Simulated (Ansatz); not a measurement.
# Sn11PO24: the cost of one run

Program: Ansatz 0.2.0. Level of theory: DFT, PBE, plane-wave PAW, default files, scalar-relativistic, as far as a step names no other. These are calculated values, not measurements.

## (1) Starting point

The structure is orthorhombic, space group Pmm2 (No. 25). Conventional cell: a = 6.701 Å, b = 6.701 Å, c = 9.559 Å, α = 90.00°, β = 90.00°, γ = 90.00°. P (site symmetry mm2) has 6 O at 1.96 to 2.15 Å as nearest neighbours. Sn (site symmetry mm2) has 6 O at 2.05 to 2.06 Å as nearest neighbours. Only part of the 24 independent sites is listed.

Coordinates:

```xyz
36
Lattice="4.7380 4.7380 0.0000 -4.7380 4.7380 0.0000 0.0000 0.0000 9.5595" Properties=species:S:1:pos:R:3 pbc="T T T"
P     0.0000    0.0000    0.1200
Sn    0.0000    0.0000    3.1865
Sn    0.0000    0.0000    6.3730
Sn    0.0000    4.7380    0.0000
Sn    0.0000    4.7380    3.1865
Sn    0.0000    4.7380    6.3730
Sn    2.3690    2.3690    1.5933
Sn    2.3690    2.3690    4.7797
Sn    2.3690    2.3690    7.9662
Sn   -2.3690    2.3690    1.5933
Sn   -2.3690    2.3690    4.7797
Sn   -2.3690    2.3690    7.9662
O     1.4550    1.4550    0.0000
O     1.4550    1.4550    3.1865
O     1.4550    1.4550    6.3730
O     1.4550    6.1930    0.0000
O     1.4550    6.1930    3.1865
O     1.4550    6.1930    6.3730
O     0.9140    3.8240    1.5933
O     0.9140    3.8240    4.7797
O     0.9140    3.8240    7.9662
O    -3.8240    3.8240    1.5933
O    -3.8240    3.8240    4.7797
O    -3.8240    3.8240    7.9662
O     3.2830    3.2830    0.0000
O     3.2830    3.2830    3.1865
O     3.2830    3.2830    6.3730
O    -1.4550    3.2830    0.0000
O    -1.4550    3.2830    3.1865
O    -1.4550    3.2830    6.3730
O    -0.9140    5.6520    1.5933
O    -0.9140    5.6520    4.7797
O    -0.9140    5.6520    7.9662
O    -0.9140    0.9140    1.5933
O    -0.9140    0.9140    4.7797
O    -0.9140    0.9140    7.9662
```

Atom 1 of the input is the impurity.

## (2) Relaxing the atoms in the given cell

Contents of input.yaml:

```yaml
crystal:
  lattice:
    - [4.738, 4.738, 0.0]
    - [-4.738, 4.738, 0.0]
    - [0.0, 0.0, 9.5595]
  atoms:
    - { symbol: P, position: [0.0, 0.0, 0.0125529578], spin: 1.0 }
    - { symbol: Sn, position: [0.0, 0.0, 0.3333333333] }
    - { symbol: Sn, position: [0.0, 0.0, 0.6666666667] }
    - { symbol: Sn, position: [0.5, 0.5, 0.0] }
    - { symbol: Sn, position: [0.5, 0.5, 0.3333333333] }
    - { symbol: Sn, position: [0.5, 0.5, 0.6666666667] }
    - { symbol: Sn, position: [0.5, 0.0, 0.1666666667] }
    - { symbol: Sn, position: [0.5, 0.0, 0.5] }
    - { symbol: Sn, position: [0.5, 0.0, 0.8333333333] }
    - { symbol: Sn, position: [0.0, 0.5, 0.1666666667] }
    - { symbol: Sn, position: [0.0, 0.5, 0.5] }
    - { symbol: Sn, position: [0.0, 0.5, 0.8333333333] }
    - { symbol: O, position: [0.3071, 0.0, 0.0] }
    - { symbol: O, position: [0.3071, 0.0, 0.3333333333] }
    - { symbol: O, position: [0.3071, 0.0, 0.6666666667] }
    - { symbol: O, position: [0.8071, 0.5, 0.0] }
    - { symbol: O, position: [0.8071, 0.5, 0.3333333333] }
    - { symbol: O, position: [0.8071, 0.5, 0.6666666667] }
    - { symbol: O, position: [0.5, 0.3071, 0.1666666667] }
    - { symbol: O, position: [0.5, 0.3071, 0.5] }
    - { symbol: O, position: [0.5, 0.3071, 0.8333333333] }
    - { symbol: O, position: [0.0, 0.8071, 0.1666666667] }
    - { symbol: O, position: [0.0, 0.8071, 0.5] }
    - { symbol: O, position: [0.0, 0.8071, 0.8333333333] }
    - { symbol: O, position: [0.6929, 0.0, 0.0] }
    - { symbol: O, position: [0.6929, 0.0, 0.3333333333] }
    - { symbol: O, position: [0.6929, 0.0, 0.6666666667] }
    - { symbol: O, position: [0.1929, 0.5, 0.0] }
    - { symbol: O, position: [0.1929, 0.5, 0.3333333333] }
    - { symbol: O, position: [0.1929, 0.5, 0.6666666667] }
    - { symbol: O, position: [0.5, 0.6929, 0.1666666667] }
    - { symbol: O, position: [0.5, 0.6929, 0.5] }
    - { symbol: O, position: [0.5, 0.6929, 0.8333333333] }
    - { symbol: O, position: [0.0, 0.1929, 0.1666666667] }
    - { symbol: O, position: [0.0, 0.1929, 0.5] }
    - { symbol: O, position: [0.0, 0.1929, 0.8333333333] }
magnetization:
  spin_polarized: true
kpoints:
  mp_grid: { grid: [3, 3, 2] }
scf:
  occupations: { method: fermi_dirac, width: 0.01 }
hamiltonian:
  xc: pbe
  pseudopotentials: { kind: paw }
output:
  forces: true
  stress: true
  populations: true
  efg:
    quadrupole_moments_barn: { Sn: -0.132, O: -0.02558 }
    contact_densities: true
relax:
  f_tol: 0.03
  max_steps: 40
```

Launch:

```
$ ansatz run input.yaml --threads 4 --pin off --max-ram 10240MiB --backend cpu --events-out ev --progress --plain --runs-dir out
```

What time and memory should one allow on 4 threads of Intel Xeon Platinum 8488C (Sapphire Rapids), shared host?

About 3.4 min, with a peak of 2.7 GiB.
